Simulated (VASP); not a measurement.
Crystal: CdTe.

```
CELL_PARAMETERS angstrom
0.00000 3.20500 3.20500
3.20500 0.00000 3.20500
3.20500 3.20500 0.00000
ATOMIC_POSITIONS crystal
Te 0.75000 0.75000 0.75000
Cd 0.00000 0.00000 0.00000
```

Program: VASP 6.6.1. Alike in all runs: no spin polarisation; cell as given; k mesh 7 × 7 × 7; cutoff (eV) 520.

Task: Order these runs on this cell by their band gap on the k mesh, lowest first.
A. level PBEsol; potentials or basis VASP PAW PBE potentials, release 64 (Te, Cd); smearing fermi-dirac 0.05 eV
B. level r2SCAN; potentials or basis VASP PAW PBE potentials, release 64 (Te, Cd); smearing fermi-dirac 0.05 eV
C. level TB-mBJ; potentials or basis VASP PAW PBE potentials, release 54 (Te, Cd); smearing gaussian 0.05 eV

Result: A (0.76 eV), B (1.38 eV), C (1.92 eV).

Caveats: spin-orbit coupling is left out, which moves the levels of the heavy elements; an odd mesh through Γ misses points on the zone boundary, where band edges often lie (some runs).

Not every run made on this cell is shown here.
